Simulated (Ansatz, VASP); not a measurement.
# Two plane-wave programs on ZrC

```
Zr C
1.0
     0.00000    2.42072    2.42072
     2.42072    0.00000    2.42072
     2.42072    2.42072    0.00000
Zr C
1 1
Direct
  0.50000 0.50000 0.50000
  0.00000 0.00000 0.00000
```

Change from the starting cell: strain +0.030 along x and y, +0.030 along z, atoms carried along.

Alike in both runs: task single point; functional PBEsol; k mesh 18 × 18 × 18; occupations gaussian, width 0.15 eV; no spin polarisation.

```csv
,VASP,Ansatz
version,VASP 6.6.1,Ansatz 0.2.0
potentials or method,"VASP PAW PBE potentials, release 64 (Zr_sv, C)","scalar-relativistic, plane waves, PAW"
plane-wave cutoff (eV),520,420
valence electrons in the cell,16,16
```

```tsv
	VASP	Ansatz	Ansatz less VASP
gap on the k mesh at the Fermi level (eV)	none	none	-
pressure (GPa)	-20.3	-20.6	-0.26
```

A gap of «none» marks a metal or a gap that the smearing closes. With one functional, cell and mesh, what is left measures potentials, basis and numerics.

Caveats: so large a pressure means that the cell lies far from this level's equilibrium, or that cutoff or potentials fall short (VASP); the potentials were made for another functional, which shifts forces and pressure (VASP).
